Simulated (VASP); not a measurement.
# C (P6_3/mmc) in VASP: band structure with PBE+D3(BJ)

Aim: the band structure of C with PBE+D3(BJ).

Everything below comes from runs of VASP 6.6.1. Logs are shortened: lines on timing, memory, paths and dates and some standing lists are left out, and cuts for length are marked.

**1. The crystal as given**

The structure is hexagonal, space group P6_3/mmc (No. 194). Conventional cell: a = 2.466 Å, b = 2.466 Å, c = 6.713 Å, α = 90.00°, β = 90.00°, γ = 120.00°. C (site symmetry -6m2) has 3 C at 1.42 Å as nearest neighbours. C (site symmetry -6m2) is surrounded by 3 C at 1.42 Å.

**2. Band structure, PBE+D3(BJ)**

INCAR reads:

```
SYSTEM = C
ALGO = Fast ; EDIFF = 1E-7
ENCUT = 520 ; GGA = PE
ISIF = 2 ; ISMEAR = 0
IVDW = 12 ; LASPH = .True.
LCHARG = .False. ; LREAL = .False.
LWAVE = .False. ; NELM = 80
PREC = Accurate ; SIGMA = 0.02
```

KPOINTS reads:

```
k-points
0
Gamma
  15 15 6
  0 0 0
```

POSCAR reads:

```
C                                       
1.0
    2.4663118195      0.0000000000      0.0000000000
   -1.2331559097      2.1358886876      0.0000000000
    0.0000000000      0.0000000000      6.7134348004
  C             
     4
Direct
     0.0000000000000000    0.0000000000000000    0.7500000000000000
     0.0000000000000000    0.0000000000000000    0.2500000000000000
     0.3333333300000021    0.6666666699999979    0.7500000000000000
     0.6666666699999979    0.3333333300000021    0.2500000000000000
```

KPOINTS_OPT reads:

```
path GMKGALHA,LM,KH
20
line-mode
reciprocal
 0.0000000000  0.0000000000  0.0000000000  G
 0.5000000000  0.0000000000  0.0000000000  M

 0.5000000000  0.0000000000  0.0000000000  M
 0.3333333333  0.3333333333  0.0000000000  K

 0.3333333333  0.3333333333  0.0000000000  K
 0.0000000000  0.0000000000  0.0000000000  G

 0.0000000000  0.0000000000  0.0000000000  G
 0.0000000000  0.0000000000  0.5000000000  A

 0.0000000000  0.0000000000  0.5000000000  A
 0.5000000000  0.0000000000  0.5000000000  L

 0.5000000000  0.0000000000  0.5000000000  L
 0.3333333333  0.3333333333  0.5000000000  H

 0.3333333333  0.3333333333  0.5000000000  H
 0.0000000000  0.0000000000  0.5000000000  A

 0.5000000000  0.0000000000  0.5000000000  L
 0.5000000000  0.0000000000  0.0000000000  M

 0.3333333333  0.3333333333  0.0000000000  K
 0.3333333333  0.3333333333  0.5000000000  H
```

Potentials or basis: VASP PAW PBE potentials, release 64 (C).

The run is started by

```
cat potpaw_PBE.64/C/POTCAR > POTCAR
mpirun -np 1 vasp_std > vasp.out
```

OUTCAR:

```text
SYSTEM = C
   EDIFF = 1E-7
   ENCUT = 520
   GGA = PE
   ISIF = 2
   ISMEAR = 0
   IVDW = 12
   LASPH = .True.
   LREAL = .False.
   NELM = 80
   PREC = Accurate
 IVDW          = 12

 ion  position               nearest neighbor table
   1  0.000  0.000  0.750-   3 1.42   3 1.42   3 1.42
   2  0.000  0.000  0.250-   4 1.42   4 1.42   4 1.42
   3  0.333  0.667  0.750-   1 1.42   1 1.42   1 1.42
   4  0.667  0.333  0.250-   2 1.42   2 1.42   2 1.42

  LATTYP: Found a hexagonal cell.
 ALAT       =     2.4663118195
 C/A-ratio  =     2.7220543434

  Lattice vectors:

 A1 = (   2.4663118195,   0.0000000000,   0.0000000000)
 A2 = (  -1.2331559097,   2.1358886876,   0.0000000000)
 A3 = (   0.0000000000,   0.0000000000,   6.7134348004)

Analysis of symmetry for initial positions (statically):
=====================================================================
 Subroutine PRICEL returns:
 Original cell was already a primitive cell.

 Routine SETGRP: Setting up the symmetry group for a
 hexagonal supercell.

 Subroutine GETGRP returns: Found 24 space group operations
 (whereof 12 operations were pure point group operations)
 out of a pool of 24 trial point group operations.

The static configuration has the point symmetry D_3d.
 The point group associated with its full space group is D_6h.

Analysis of symmetry for dynamics (positions and initial velocities):
=====================================================================
 Subroutine PRICEL returns:
 Original cell was already a primitive cell.

 Routine SETGRP: Setting up the symmetry group for a
 hexagonal supercell.

 Subroutine GETGRP returns: Found 24 space group operations
 (whereof 12 operations were pure point group operations)
 out of a pool of 24 trial point group operations.

The dynamic configuration has the point symmetry D_3d.
 The point group associated with its full space group is D_6h.

 Subroutine INISYM returns: Found 24 space group operations
 (whereof 12 operations are pure point group operations),
 and found     1 'primitive' translations

----------------------------------------------------------------------------------------

                                     Primitive cell

  volume of cell :      35.3648

  direct lattice vectors                    reciprocal lattice vectors
     2.466311820  0.000000000  0.000000000     0.405463734  0.234094596  0.000000000
    -1.233155910  2.135888688  0.000000000     0.000000000  0.468189193  0.000000000
     0.000000000  0.000000000  6.713434800     0.000000000  0.000000000  0.148955048

  length of vectors
     2.466311820  2.466311818  6.713434800     0.468189192  0.468189193  0.148955048

  position of ions in fractional coordinates (direct lattice)
     0.000000000  0.000000000  0.750000000
     0.000000000  0.000000000  0.250000000
     0.333333330  0.666666670  0.750000000
     0.666666670  0.333333330  0.250000000

  ion indices of the primitive-cell ions
   primitive index   ion index
                 1           1
                 2           2
                 3           3
                 4           4

----------------------------------------------------------------------------------------

 KPOINTS: k-points

Automatic generation of k-mesh.
 Grid dimensions read from file:
 generate k-points for:   15   15    6

 Generating k-lattice:

  Cartesian coordinates                     Fractional coordinates (reciprocal lattice)
     0.027030916  0.015606306  0.000000000     0.066666667  0.000000000  0.000000000
     0.000000000  0.031212613  0.000000000     0.000000000  0.066666667  0.000000000
     0.000000000  0.000000000  0.024825841     0.000000000  0.000000000  0.166666667

  Length of vectors
     0.031212613  0.031212613  0.024825841

  Shift w.r.t. Gamma in fractional coordinates (k-lattice)
     0.000000000  0.000000000  0.000000000

 Subroutine IBZKPT returns following result:
 ===========================================

 Found    108 irreducible k-points:

 Following reciprocal coordinates:
            Coordinates               Weight
  0.000000  0.000000  0.000000      1.000000
  0.066667  0.000000  0.000000      6.000000
  0.133333  0.000000  0.000000      6.000000
  0.200000 -0.000000  0.000000      6.000000
  0.266667  0.000000  0.000000      6.000000
  0.333333  0.000000  0.000000      6.000000
[... 16 lines left out ...]
  0.333333  0.200000  0.000000     12.000000
  0.400000  0.200000  0.000000      6.000000
 [... further k-points ...]
   k-points           NKPTS =    108   k-points in BZ     NKDIM =    108   number of bands    NBANDS=     12
   number of dos      NEDOS =    301   number of ions     NIONS =      4
   total plane-waves  NPLWV =  16200
   dimension x,y,z NGX =    18 NGY =   18 NGZ =   50
   dimension x,y,z NGXF=    36 NGYF=   36 NGZF=  100
   ions per type =               4
   NGX,Y,Z   is equivalent  to a cutoff of  12.13, 12.13, 12.38 a.u.
   NGXF,Y,Z  is equivalent  to a cutoff of  24.27, 24.27, 24.76 a.u.
 SYSTEM =  C
   PREC   = accura    normal or accurate (medium, high low for compatibility)
   ISTART =      0    job   : 0-new  1-cont  2-samecut
   ICHARG =      2    charge: 1-file 2-atom 10-const
   ISPIN  =      1    spin polarized calculation?
   LNONCOLLINEAR =      F non collinear calculations
   LSORBIT =      F    spin-orbit coupling
   LASPH  =      T    aspherical Exc in radial PAW
   ENCUT  =  520.0 eV  38.22 Ry    6.18 a.u.   4.59  4.59 12.48*2*pi/ulx,y,z
   NELM   =     80;   NELMIN=  2; NELMDL= -5     # of ELM steps
   EDIFF  = 0.1E-06   stopping-criterion for ELM
   LREAL  =      F    real-space projection
   EDIFFG = 0.1E-05   stopping-criterion for IOM
   NSW    =      0    number of steps for IOM
   IBRION =     -1    ionic relax: 0-MD 1-quasi-New 2-CG
   NFREE  =      0    steps in history (QN), initial steepest desc. (CG)
   ISIF   =      2    stress and relaxation
   ISYM   =      2    0-nonsym 1-usesym 2-fastsym
   POTIM  = 0.5000    time-step for ionic-motion
   TEBEG  =    0.0;   TEEND  =   0.0 temperature during run
   PSTRESS=    0.0 pullay stress
   NELECT =      16.0000    total number of electrons
   NUPDOWN=      -1.0000    fix difference up-down
   EMIN   =  10.00;   EMAX   =-10.00  energy-range for DOS
   EFERMI =   0.00;   METHOD = LEGACY
   ISMEAR =     0;   SIGMA  =   0.02  broadening in eV -4-tet -1-fermi 0-gaus
   EFERMI_NEDOS =   21; number of points for ismear=-14 and -15
   IALGO  =     68    algorithm
   IMIX   =      4    mixing-type and parameters
     AMIX     =   0.40;   BMIX     =  1.00
     AMIX_MAG =   1.60;   BMIX_MAG =  1.00
  volume/ion in A,a.u.               =       8.84        59.66
  Fermi-wavevector in a.u.,A,eV,Ry     =   1.256775  2.374961 21.490193  1.579485
  Thomas-Fermi vector in A             =   2.390467
   LORBIT       =      0    0 simple, 1 ext, 2 COOP (PROOUT), +10 PAW based schemes
   GGA     = PE    functional components
   LHFCALC =     F    Hartree Fock is set to
   AEXX    =    0.0000 exact exchange contribution
   IVDW    =    12    specifies the selected vdW correction
   LEPSILON=     F    determine dielectric tensor
   LRPA    =     F    only Hartree local field effects (RPA)
 non-spin polarized calculation
 RMM-DIIS sequential band-by-band and
 Gauss-broadening in eV      SIGMA  =   0.02
  energy-cutoff  :      520.00
  volume of cell :       35.36
 maximum number of plane-waves:       979
   NGX =  9   NGY =  9   NGZ = 25

 number of electron      15.9999994 magnetization

 Free energy of the ion-electron system (eV)
  ---------------------------------------------------
  ext. energy  EPLUGINS =         0.00000000
  ---------------------------------------------------
  free energy    TOTEN  =       -36.84219405 eV

  energy without entropy =      -36.84201505  energy(sigma->0) =      -36.84210455

 E-fermi :   4.6584     XC(G=0): -10.3168

 val. band max:        4.6563168066   @ k =   0.3333   0.3333   0.5000
 cond. band min:       4.6672253607   @ k =   0.3333   0.3333   0.3333
 fundamental gap:      0.0109085542
 Fermi energy:         4.6584325467

 k-point     1 :       0.0000    0.0000    0.0000
  band No.  band energies     occupation
      1     -14.9750      2.00000
      2     -14.6758      2.00000
      3      -3.8371      2.00000
      4      -1.8742      2.00000
      5       1.6457      2.00000
      6       1.6457      2.00000
      7       1.6641      2.00000
      8       1.6641      2.00000
      9       8.9519      0.00000
     10      12.9752      0.00000
     11      12.9896      0.00000
     12      13.0269      0.00000

 k-point     2 :       0.0667    0.0000    0.0000
  band No.  band energies     occupation
      1     -14.8689      2.00000
      2     -14.5717      2.00000
      3      -3.7084      2.00000
      4      -1.7539      2.00000
      5       1.2160      2.00000
      6       1.2448      2.00000
      7       1.4202      2.00000
      8       1.4456      2.00000
      9       9.0797      0.00000
     10      13.0168      0.00000
     11      13.0888      0.00000
     12      13.4458      0.00000

 k-point     3 :       0.1333    0.0000    0.0000
  band No.  band energies     occupation
      1     -14.5517      2.00000
      2     -14.2601      2.00000
      3      -3.3242      2.00000
      4      -1.3955      2.00000
      5       0.0771      2.00000
      6       0.1282      2.00000
      7       0.8524      2.00000
      8       0.8884      2.00000
      9       9.4640      0.00000
     10      13.0016      0.00000
     11      13.1394      0.00000
     12      14.6967      0.00000
[... 286 lines left out ...]
 k-point    23 :       0.3333    0.2000    0.0000
  band No.  band energies     occupation
      1     -10.0049      2.00000
      2      -9.8008      2.00000
      3      -7.0217      2.00000
      4      -6.8800      2.00000
      5      -4.0615      2.00000
      6      -3.9641      2.00000
      7       1.9207      2.00000
      8       3.1370      2.00000
      9       6.4141      0.00000
     10       7.0614      0.00000
     11      15.2214      0.00000
     12      15.8347      0.00000

 k-point    24 :       0.4000    0.2000    0.0000
  band No.  band energies     occupation
      1      -9.0359      2.00000
      2      -8.9308      2.00000
      3      -8.0128      2.00000
      4      -7.9459      2.00000
      5      -4.1969      2.00000
      6      -4.0943      2.00000
      7       2.7608      2.00000
      8       3.4244      2.00000
      9       6.0190      0.00000
     10       6.1503      0.00000
     11      15.1642      0.00000
     12      15.8229      0.00000

 [... further k-points ...]

------------------------ aborting loop because EDIFF is reached ----------------------------------------

 Edisp (eV)   -0.62488

 E8    (eV) :    -0.1771

  FORCE on cell =-STRESS in cart. coord.  units (eV):
  Direction    XX          YY          ZZ          XY          YZ          ZX
  --------------------------------------------------------------------------------------
  -------------------------------------------------------------------------------------
  Total      -0.00074    -0.00074    -0.00323    -0.00000    -0.00000    -0.00000
  in kB      -0.03371    -0.03371    -0.14617    -0.00000    -0.00000    -0.00000
  external pressure =       -0.07 kB  Pullay stress =        0.00 kB

 VOLUME and BASIS-vectors are now :
 -----------------------------------------------------------------------------
  energy-cutoff  :      520.00
  volume of cell :       35.36
      direct lattice vectors                 reciprocal lattice vectors
     2.466311820  0.000000000  0.000000000     0.405463734  0.234094596  0.000000000
    -1.233155910  2.135888688  0.000000000     0.000000000  0.468189193  0.000000000
     0.000000000  0.000000000  6.713434800     0.000000000  0.000000000  0.148955048

 POSITION                                       TOTAL-FORCE (eV/Angst)
 -----------------------------------------------------------------------------------
      0.00000      0.00000      5.03508         0.000000      0.000000     -0.000000
      0.00000      0.00000      1.67836        -0.000000     -0.000000     -0.000000
     -0.00000      1.42393      5.03508        -0.000000      0.000000      0.000000
      1.23316      0.71196      1.67836         0.000000      0.000000      0.000000
 -----------------------------------------------------------------------------------
    total drift:                               -0.000000      0.000000     -0.000000

  FREE ENERGIE OF THE ION-ELECTRON SYSTEM (eV)
  ---------------------------------------------------
  free  energy   TOTEN  =       -37.4670735222 eV

  energy  without entropy=      -37.4668945285  energy(sigma->0) =      -37.46698403
```

It took 42 s on 1 thread of Intel Xeon 6975P-C (Granite Rapids), shared host; peak memory 0.2 GiB.

What came out:

* Free energy: -37.4671 eV
* Pressure: 0.0 GPa
* Band gap along the path: none (metal or under the smearing width)
* Dispersion energy per atom: -0.156 eV

Levels at the corners of the path, in eV from the Fermi level:
| point | band 4 | band 5 | band 6 | band 7 | band 8 | band 9 | band 10 | band 11 | band 12 |
| --- | --- | --- | --- | --- | --- | --- | --- | --- | --- |
| Γ | -6.53 | -3.01 | -3.01 | -2.99 | -2.99 | 4.29 | 8.32 | 8.33 | 8.37 |
| M | -13.15 | -6.41 | -6.35 | -2.76 | -2.07 | 1.52 | 2.19 | 7.20 | 7.59 |
| M | -13.15 | -6.41 | -6.35 | -2.76 | -2.07 | 1.52 | 2.19 | 7.20 | 7.59 |
| K | -12.47 | -10.51 | -10.51 | -0.63 | -0.02 | -0.02 | 0.72 | 11.14 | 11.14 |
| K | -12.47 | -10.51 | -10.51 | -0.63 | -0.02 | -0.02 | 0.72 | 11.14 | 11.14 |
| Γ | -6.53 | -3.01 | -3.01 | -2.99 | -2.99 | 4.29 | 8.32 | 8.33 | 8.37 |
| Γ | -6.53 | -3.01 | -3.01 | -2.99 | -2.99 | 4.29 | 8.32 | 8.34 | 8.37 |
| A | -7.61 | -3.00 | -3.00 | -3.00 | -3.00 | 6.93 | 6.93 | 8.34 | 8.34 |
| A | -7.61 | -3.00 | -3.00 | -3.00 | -3.00 | 6.93 | 6.93 | 8.34 | 8.34 |
| L | -13.20 | -6.38 | -6.38 | -2.35 | -2.35 | 1.66 | 1.66 | 7.39 | 7.39 |
| L | -13.20 | -6.38 | -6.38 | -2.35 | -2.35 | 1.66 | 1.66 | 7.39 | 7.39 |
| H | -12.56 | -10.52 | -10.52 | 0.00 | 0.00 | 0.02 | 0.02 | 10.17 | 10.17 |
| H | -12.56 | -10.52 | -10.52 | 0.00 | 0.00 | 0.02 | 0.02 | 10.17 | 10.17 |
| A | -7.61 | -3.00 | -3.00 | -3.00 | -3.00 | 6.93 | 6.93 | 8.34 | 8.34 |
| L | -13.20 | -6.38 | -6.38 | -2.35 | -2.35 | 1.66 | 1.66 | 7.39 | 7.39 |
| M | -13.15 | -6.41 | -6.35 | -2.76 | -2.07 | 1.52 | 2.19 | 7.20 | 7.59 |
| K | -12.47 | -10.51 | -10.51 | -0.63 | -0.02 | -0.02 | 0.72 | 11.14 | 11.14 |
| H | -12.56 | -10.52 | -10.52 | 0.00 | 0.00 | 0.02 | 0.02 | 10.17 | 10.17 |
